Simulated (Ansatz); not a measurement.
**C₆H₁₆N+: up Jacob's ladder to CCSD(T)**

One table from this session's results is given with a row withheld; the runs are named, their logs left out.

Program: Ansatz 0.2.0, Gaussian basis. Level of theory: functionals in def2-TZVPP, the program's frozen cores in correlated methods. These are calculated values, not measurements.

Levels to be run: LDA (SPW92), PBE-D4, revPBE-D4, BLYP-D4, r2SCAN-D4, B97M-V, PBE0-D4, B3LYP-D4, r2SCANh-D4, r2SCAN0-D4, HSE06-D4, BHLYP-D4, CAM-B3LYP-D4, LC-ωPBE, ωB97X-V, ωB97M-V, B2PLYP, PBE-QIDH; CCSD(T)/def2-SVP; CCSD(T)/def2-TZVPP; MP2/def2-QZVPP; extrapolation to the limit; RPA on PBE.

## The relaxed structure

The geometry comes from an earlier relaxation with PBE0-D4 in a triple-zeta def2 set; it is a stationary point, not always the lowest conformer.

SMILES `CC[NH+](CC)CC`, 23 atoms, charge 1, spin multiplicity 1.

Atoms are counted from 1 here; the program's logs count them from 0.

Bond lengths: C1–C2 1.509 Å, C1–H8 1.091 Å, C1–H9 1.091 Å, C1–H10 1.093 Å, C2–N3 1.502 Å, C2–H11 1.089 Å, C2–H12 1.092 Å, N3–C4 1.502 Å, N3–C6 1.502 Å, N3–H13 1.023 Å, C4–C5 1.509 Å, C4–H14 1.089 Å, C4–H15 1.092 Å, C5–H16 1.091 Å, C5–H17 1.093 Å, C5–H18 1.091 Å, C6–C7 1.509 Å, C6–H19 1.089 Å and more. Angles: C2–C1–H8 113.0°, C2–C1–H9 108.8°, C2–C1–H10 111.5°, H8–C1–H9 107.2°, H8–C1–H10 108.8°, H9–C1–H10 107.3°, C1–C2–N3 112.4°, C1–C2–H11 110.7°, C1–C2–H12 112.5°, N3–C2–H11 106.9°, N3–C2–H12 106.1°, H11–C2–H12 108.0°, C2–N3–C4 111.8°, C2–N3–C6 111.8°, C2–N3–H13 107.0°, C4–N3–C6 111.8°, C4–N3–H13 107.0°, C6–N3–H13 107.0° and more.

Set-up of the first run:

in.yaml reads:

```yaml
crystal:
  periodic: [false, false, false]
  atoms:
    - {symbol: C, position_ang: [-2.097270, 1.226237, -0.567637]}
    - {symbol: C, position_ang: [-1.485575, 0.134221, 0.275414]}
    - {symbol: N, position_ang: [-0.007610, -0.005684, 0.046013]}
    - {symbol: C, position_ang: [0.484431, -1.379344, 0.403158]}
    - {symbol: C, position_ang: [0.157969, -2.400630, -0.658800]}
    - {symbol: C, position_ang: [0.770644, 1.066992, 0.753248]}
    - {symbol: C, position_ang: [2.117819, 1.312289, 0.118928]}
    - {symbol: H, position_ang: [-1.688459, 2.213742, -0.349077]}
    - {symbol: H, position_ang: [-3.168128, 1.268539, -0.365178]}
    - {symbol: H, position_ang: [-1.976606, 1.022931, -1.634740]}
    - {symbol: H, position_ang: [-1.935457, -0.829857, 0.041164]}
    - {symbol: H, position_ang: [-1.609906, 0.313946, 1.344829]}
    - {symbol: H, position_ang: [0.153153, 0.118911, -0.956246]}
    - {symbol: H, position_ang: [1.561790, -1.303353, 0.545248]}
    - {symbol: H, position_ang: [0.032976, -1.621147, 1.367066]}
    - {symbol: H, position_ang: [-0.914307, -2.522280, -0.818504]}
    - {symbol: H, position_ang: [0.630392, -2.151262, -1.612339]}
    - {symbol: H, position_ang: [0.549567, -3.369649, -0.347091]}
    - {symbol: H, position_ang: [0.162515, 1.970369, 0.725801]}
    - {symbol: H, position_ang: [0.851691, 0.745881, 1.793305]}
    - {symbol: H, position_ang: [2.017411, 1.647287, -0.916592]}
    - {symbol: H, position_ang: [2.625861, 2.105864, 0.668146]}
    - {symbol: H, position_ang: [2.767088, 0.435980, 0.143914]}
basis:
  gaussian: {orbitals: def2-TZVPP}
total_charge: 1
hamiltonian: {xc: lda}
output: {orbitals: {seedname: orbitals}}
```

Among the steps run: LDA; PBE-D4 (GGA); revPBE-D4 (GGA); BLYP-D4 (GGA); r2SCAN-D4 (meta-GGA); B97M-V (meta-GGA); PBE0-D4 (hybrid); B3LYP-D4 (hybrid); r2SCANh-D4 (hybrid); r2SCAN0-D4 (hybrid); HSE06-D4 (hybrid); BHLYP-D4 (hybrid); CAM-B3LYP-D4 (range-separated); LC-ωPBE-D4 (range-separated; the results give it without D4); ωB97X-V (range-separated); ωB97M-V (range-separated); B2PLYP (double hybrid); PBE-QIDH (double hybrid).

One table of the session follows, with a row left open; its other results are not shown here.

It belongs to the step «Frontier levels by functional». Levels are read from the orbital files that the runs wrote:

```
  functional  HOMO (eV)  LUMO (eV)  gap (eV)
 LDA (SPW92)     -12.87      -4.58      8.28
      PBE-D4     -12.87      -4.34      8.53
   revPBE-D4     -12.85      -4.19      8.66
     BLYP-D4     -12.82      -4.31      8.51
   r2SCAN-D4     -13.18      -3.76      9.43
      B97M-V     -13.32      -4.18      9.14
     PBE0-D4     -14.31      -3.45     10.87
    B3LYP-D4     -14.13      -3.78     10.35
  r2SCANh-D4     -13.71      -3.47     10.24
  r2SCAN0-D4     -14.51      -3.07     11.44
    HSE06-D4     -13.91      -3.82     10.08
    BHLYP-D4          ?          ?         ?
CAM-B3LYP-D4     -15.77      -2.62     13.15
     LC-ωPBE     -17.14      -1.27     15.87
     ωB97X-V     -16.80      -1.54     15.26
     ωB97M-V     -16.64      -1.93     14.72
```

Q: Estimate the row for BHLYP-D4 from the others.

Worked estimate for «HOMO (eV)». Against the share of exact exchange, BLYP-D4 (0, -12.82), B3LYP-D4 (0.2, -14.13) give a slope of -6.55 per unit share; at 0.5 the line stands at -16.09.

**Answer.** HOMO (eV): -15.73; LUMO (eV): -2.74; gap (eV): 12.98. In «HOMO (eV)» the line misses by -0.36.
